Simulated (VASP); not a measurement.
The system is ZnS.

```
CELL_PARAMETERS angstrom
0.00000 2.70200 2.70200
2.70200 0.00000 2.70200
2.70200 2.70200 0.00000
ATOMIC_POSITIONS crystal
Zn 0.75000 0.75000 0.75000
S 0.00000 0.00000 0.00000
```

| Property | Result |
| --- | --- |
| Program | VASP 6.6.1 |
| Task | relaxation of cell and atoms |
| Functional | PBE |
| Potentials or basis | VASP PAW PBE potentials, release 54 (Zn, S) |
| Cutoff | 580 eV |
| k mesh | 9 × 9 × 9 |
| Occupations | fermi-dirac, width 0.05 eV |
| Spin | no spin polarisation |

At the start: pressure 1.8 GPa; volume 19.73 Å³/atom.

Task: Where does the relaxation end?

Result: Over 3 steps the energy falls by 2.5 meV/atom and the volume is 20.20 Å³/atom (+2.4 %); space group F-43m (No. 216, to 0.05 Å).

The path:
| step | energy change (eV) | largest force (eV/Å) | pressure (GPa) | volume (Å³) |
| --- | --- | --- | --- | --- |
| 1 | 0.0000 | 0.0000 | 1.77 | 39.45 |
| 2 | -0.0046 | 0.0000 | -0.51 | 40.71 |
| 3 | -0.0051 | 0.0000 | 0.03 | 40.40 |

Final structure:
```xyz
2
Lattice="0.0000 2.7235 2.7235 2.7235 0.0000 2.7235 2.7235 2.7235 0.0000" Properties=species:S:1:pos:R:3 pbc="T T T"
Zn    4.0852    4.0852    4.0852
S     0.0000    0.0000    0.0000
```
